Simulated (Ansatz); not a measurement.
two structures of Si, a comparison of enthalpies under pressure

With Ansatz 0.2.0 through its Python package.

At the Python prompt:
```pycon
>>> import ansatz as az
>>> import numpy as np
>>> from tabulate import tabulate
>>> def bcc(A, a):
...     return az.Crystal.bcc(A, a=a)
...
>>> def hcp(first, a):
...     return (
...         az.Lattice.from_parameters(a, a, 1.633 * a, alpha=90, beta=90, gamma=120)
...         .space_group(194)
...         .atom(first, (1 / 3, 2 / 3, 0.25))
...     )
...
>>> def solve(name, crystal, pressure=0.0):
...     calc = (
...         crystal.calculation()
...         .mixing("broyden", preconditioner="kerker_dos")
...         .functional("pbesol")
...         .scf(tolerance=1e-09)
...         .basis(520)
...         .kpoints(spacing=0.26)
...         .occupations("fermi_dirac", width=0.05)
...     )
...     calc = calc.relax(force_tolerance=0.01, max_steps=40, cell=True, pressure=pressure)
...     return calc.run(threads=1, pin="off")
...
>>> def volume_per_atom(outcome):
...     return abs(np.linalg.det(outcome.lattice.cell_ang)) / len(outcome.lattice.sites)
...
>>> phases = {}
>>> phases["bcc"] = bcc("Si", 3.13)
>>> phases["hcp"] = hcp("Si", 2.79)
>>> # H = E + PV, with 1 eV per cubic angstrom equal to 160.2 GPa
>>> pressures = [0, 5, 10, 20]
>>> enthalpy, volume = {name: [] for name in phases}, {name: [] for name in phases}
>>> for p in pressures:
...     for name, crystal in phases.items():
...         o = solve(name, crystal, pressure=p)
...         volume[name].append(volume_per_atom(o))
...         enthalpy[name].append(o.report["energy_sigma0_ev"] / len(o.lattice.sites) + p * volume[name][-1] / 160.21766)
...
DeckWarning: relax.cell: scf.convergence.dr2_threshold = 1e-9 eV is looser than the 1e-10 eV advised for a relaxation that steers and ends on the stress (1e-10 eV for each atom of the cell: 1). What [...]
DeckWarning: relax.cell: scf.convergence.dr2_threshold = 1e-9 eV is looser than the 2e-10 eV advised for a relaxation that steers and ends on the stress (1e-10 eV for each atom of the cell: 2). What [...]
>>> gap = np.array(enthalpy["hcp"]) - np.array(enthalpy["bcc"])
>>> rows = [(p, va, vb, 1000 * d) for p, va, vb, d in zip(pressures, volume["bcc"], volume["hcp"], gap)]
>>> print(tabulate(rows, headers=["P (GPa)", "V bcc (A^3/atom)", "V hcp (A^3/atom)", "H(hcp) - H(bcc) (meV/atom)"], floatfmt=".4f", tablefmt="psql"))
+-----------+--------------------+--------------------+------------------------------+
|   P (GPa) |   V bcc (A^3/atom) |   V hcp (A^3/atom) |   H(hcp) - H(bcc) (meV/atom) |
|-----------+--------------------+--------------------+------------------------------|
|         0 |            14.2349 |            13.9416 |                     -42.1904 |
|         5 |            13.6434 |            13.2947 |                     -52.2499 |
|        10 |            13.1604 |            12.7860 |                     -63.6586 |
|        20 |            12.3677 |            12.0105 |                     -87.5859 |
+-----------+--------------------+--------------------+------------------------------+
>>> crossings = [p0 - g0 * (p1 - p0) / (g1 - g0) for p0, p1, g0, g1 in zip(pressures, pressures[1:], gap, gap[1:]) if g0 * g1 < 0]
>>> print("crossing near", [round(float(p), 1) for p in crossings], "GPa") if crossings else print("no crossing in this range")
no crossing in this range
```

Notes:
- The settings weren't tested for convergence.
- At a fixed pressure a relaxation lowers the enthalpy F + PV, while F alone can rise.
- For the metals among these phases the mesh is modest: differences between phases can be off by up to 40 meV an atom.
- Warnings are shown shortened and without file and line.
- Only these two structures are compared, at zero temperature and with their symmetry kept; either may be hypothetical, and another phase may be lower than both. Differences under about 40 meV an atom lie within the error of mesh and functional.
- The cells are prototypes set up for this calculation and needn't exist.
- Wall time of the script: 34 s on 1 thread of Arm Neoverse V2, with other jobs on the host, peak memory 0.39 GiB.
